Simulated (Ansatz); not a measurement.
Born–Oppenheimer molecular dynamics of a periodic cell of 16 atoms, WC (start crystal WC, start structure P-6m2, volume 1.1 times the crystal's). It goes on from the last frame of an earlier run, with new velocities.

These are results of DFT PBEsol, scalar-relativistic, plane waves, PAW in Ansatz, not measurements. Settings: accuracy low, cutoff 420 eV, k mesh 2x2x2, fermi-dirac smearing 0.24 eV, no spin polarisation.

```yaml
ensemble: NPT, Langevin
time_step: 1.5 fs
steps_asked: 190
set_temperature: 1960 K
friction: 0.005 /fs
pressure: 0 GPa
seed: 405353
```

First frame:

```xyz
16
Lattice="-2.9954 -5.1881 0.0000 4.4931 -2.5941 0.0000 0.0000 0.0000 5.8510" Properties=species:S:1:pos:R:3
W 0.071 -4.917 0.174
C 1.898 -4.154 1.815
W 0.066 -5.063 3.088
C 1.874 -3.939 4.415
W -1.474 -2.567 0.202
C -0.077 -1.586 1.585
W -1.230 -2.409 2.917
C -0.012 -1.645 4.413
W 1.393 -2.411 0.253
C 2.965 -1.542 1.702
W 1.592 -2.443 3.061
C 2.981 -1.478 4.700
W -0.045 0.054 0.191
C -1.472 -4.147 1.353
W -0.047 0.095 3.019
C -1.398 -4.603 4.398
```

What does the run give?

All steps were run.

```json
{
  "steps done": "190",
  "time covered": "285 fs",
  "mean temperature over the second half": "2005 K",
  "spread of the potential energy over the second half": "36.7 meV per atom",
  "mean potential energy of the second half above the start": "-197.7 meV per atom",
  "mean pressure over the second half": "3.6 GPa"
}
```

The conserved energy stayed within 1 meV per atom of its start (net change 0.27 meV per atom), so the integration is sound. A run of 0.28 ps of so small a system gives no equilibrium averages. Limits of this set-up: coarse k mesh, low accuracy level. The cell's volume went from 182 to 174 Å³.

What happens to the structure?

Mean squared displacements from the first frame to the last, about the centre of mass, the cell's change included: W 0.06 Å², C 0.13 Å². This is one draw of velocities; another would differ in detail.

How do temperature and energy run in time?


| time (fs) | T (K) | potential energy less start (eV) | conserved less start (meV/atom) | P (GPa) | volume (Å³) |
| --- | --- | --- | --- | --- | --- |
| 0.0 | 1838 | 0.000 | 0.00 | -15.4 | 181.9 |
| 22.5 | 2973 | -2.912 | -0.72 | -15.5 | 179.2 |
| 45.0 | 3200 | -3.153 | -0.58 | -0.9 | 171.1 |
| 67.5 | 1804 | 0.103 | 0.13 | 23.8 | 164.8 |
| 90.0 | 2294 | -0.759 | 0.12 | 14.9 | 166.4 |
| 112.5 | 2472 | -2.615 | -0.10 | -8.0 | 174.8 |
| 135.0 | 2089 | -2.670 | 0.03 | -16.1 | 179.1 |
| 157.5 | 1904 | -2.749 | 0.11 | -5.8 | 174.7 |
| 180.0 | 2123 | -3.445 | -0.16 | 3.1 | 169.2 |
| 202.5 | 2164 | -2.646 | -0.20 | 15.7 | 164.9 |
| 225.0 | 1585 | -2.837 | 0.50 | 13.9 | 165.1 |
| 247.5 | 2097 | -3.851 | 0.34 | 3.5 | 168.4 |
| 270.0 | 2035 | -2.848 | 0.30 | -0.4 | 170.8 |

Run time: 10 min on 1 CPU thread of a shared host.
